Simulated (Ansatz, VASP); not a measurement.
**One calculation of Pt, two programs**

```xyz
2
Lattice="2.9516 0.0000 0.0000 -1.4758 2.5562 0.0000 0.0000 0.0000 4.8412" Properties=species:S:1:pos:R:3 pbc="T T T"
Pt    1.4758    0.8521    3.6309
Pt    0.0000    1.7041    1.2103
```

Alike in both runs: task single point; functional PBE; k mesh 18 × 18 × 10; occupations gaussian, width 0.15 eV; no spin polarisation.

|  | VASP | Ansatz |
| --- | --- | --- |
| version | VASP 6.6.1 | Ansatz 0.2.0 |
| potentials or method | VASP PAW PBE potentials, release 64 (Pt) | scalar-relativistic, plane waves, PAW |
| plane-wave cutoff (eV) | 520 | 420 |
| valence electrons in the cell | 20 | 36 |

|  | VASP | Ansatz | Ansatz less VASP |
| --- | --- | --- | --- |
| gap on the k mesh at the Fermi level (eV) | none | none | - |
| pressure (GPa) | -24.1 | -23.9 | +0.26 |
| largest component of the traceless stress (GPa) | 3.12 | 3.19 | +0.067 |

A gap of «none» marks a metal or a gap that the smearing closes. The two sets of potentials don't hold the same shells in valence.

Caveats: so large a pressure means that the cell lies far from this level's equilibrium, or that cutoff or potentials fall short (VASP). Spin-orbit coupling is left out, which matters for the levels of Pt.
